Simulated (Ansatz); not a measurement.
The calculation used Ansatz 0.2.0, DFT PBE, scalar-relativistic, plane waves, PAW. Settings: cutoff 420 eV, Γ-centred meshes spaced at most about 0.3 Å⁻¹, and about 0.25 Å⁻¹ or finer for metals (2π included), Gaussian smearing. No spin polarisation in the final relaxations.

Temperature and zero-point effects are left out.

Two relaxed structures of SnGe5:

A. Space group P4/mmm (No. 123), tetragonal, a = 3.401 Å, c = 10.672 Å. Sn is surrounded by 8 Ge at 3.19 Å, 4 Sn at 3.40 Å and 2 Ge at 3.62 Å; around Ge on a site of symmetry 4mm lie 4 Ge at 2.85 Å, 4 Sn at 3.19 Å and 5 Ge at 3.24–3.40 Å; Ge on a second site of symmetry 4mm is surrounded by 8 Ge at 2.85–2.95 Å, 5 Ge at 3.40–3.43 Å and 1 Sn at 3.62 Å; around Ge on a site of symmetry 4/mmm lie 8 Ge at 2.95 Å and 6 Ge at 3.24–3.40 Å.

B. Space group Pmmm (No. 47), orthorhombic, a = 3.313 Å, b = 3.705 Å, c = 10.174 Å. Around Sn lie 8 Ge at 3.20 Å, 2 Sn at 3.31 Å, 2 Ge at 3.44 Å and 2 Sn at 3.71 Å; around Ge on a site of symmetry mm2 lie 8 Ge at 2.87–2.98 Å, 3 Ge at 3.29–3.31 Å, 1 Sn at 3.44 Å and 2 Ge at 3.71 Å; Ge on a second site of symmetry mm2 has 4 Ge at 2.87 Å, 1 Ge at 3.07 Å, 4 Sn at 3.20 Å and 2 Ge at 3.31 Å; Ge on a site of symmetry mmm has 10 Ge at 2.98–3.07 Å, 2 Ge at 3.31 Å and 2 Ge at 3.71 Å.

Question: Which would you expect to be lower, and how large is the difference?

Answer: B is lower, by 10 meV/atom. A has space group P4/mmm (No. 123), 20.6 Å³/atom and no gap on its mesh; B has space group Pmmm (No. 47), 20.8 Å³/atom and no gap. Counting Ge atoms around Sn (those within 1.25 times the shortest such distance or 1.15 times the sum of covalent radii; a plus sign parts nearer from farther groups; the shortest distance is added where it is long for a bond), A has Sn 8+2 from 3.2 Å and B has Sn 10 from 3.2 Å. Even the lower one lies +0.28 eV/atom against the reference forms of the elements (uncorrected), so neither is stable at this level. Both come from invented guesses.

The k mesh leaves some 4 meV/atom of noise in the energy of each metallic cell. Cells relaxed within their symmetry can be saddle points.
